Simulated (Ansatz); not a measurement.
The system is GaN.

```
CELL_PARAMETERS angstrom
2.98064 0.00000 0.00000
-1.49032 2.58131 0.00000
0.00000 0.00000 2.68337
ATOMIC_POSITIONS crystal
Ga 0.66667 0.33333 0.50000
N 0.00000 0.00000 0.00000
```

The cell was built by a generator and needn't be a form met in nature.

| Item | Value |
| --- | --- |
| Program | Ansatz 0.2.0 |
| Task | relaxation of cell and atoms |
| Functional | HSE06 |
| Potentials or basis | Ansatz PAW |
| Cutoff | 420 eV (not typed: the program's choice for these potentials) |
| k mesh | 5 × 5 × 5 |
| Occupations | fermi-dirac, width 0.05 eV |
| Spin | no spin polarisation |

At the start: volume 10.32 Å³/atom.

Question: Where does the relaxation end?

Answer: It ends after 8 steps and the volume is 9.78 Å³/atom (-5.3 %); space group P-6m2 (No. 187, to 0.05 Å).

Step by step:
| step | energy change (eV) | largest force (eV/Å) | volume (Å³) |
| --- | --- | --- | --- |
| 1 | 0.0000 | 0.0000 | 20.65 |
| 2 | -0.0338 | 0.0000 | 19.84 |
| 3 | -0.0392 | 0.0000 | 19.49 |
| 4 | -0.0400 | 0.0000 | 19.58 |
| 5 | -0.0400 | 0.0000 | 19.58 |
| 6 | -0.0372 | 0.0000 | 19.58 |
| 7 | -0.0373 | 0.0000 | 19.56 |
| 8 | -0.0372 | 0.0000 | 19.56 |

Final structure:
```xyz
2
Lattice="2.9222 0.0000 0.0000 -1.4611 2.5307 0.0000 0.0000 0.0000 2.6451" Properties=species:S:1:pos:R:3 pbc="T T T"
Ga    1.4611    0.8436    1.3225
N     0.0000    0.0000    0.0000
```

Caveat: the k mesh is coarse (spacing up to 0.49 Å⁻¹), so the values aren't converged, least of all with exact exchange; the plane-wave basis is chosen anew once the cell has moved, so the energies of steps on either side of that aren't comparable; the pressure holds a Pulay correction of +0.5 GPa for the finite cutoff; the PAW data sets come from PBE, with cores solved anew for the run's functional, which leaves a small shift of forces and pressure.
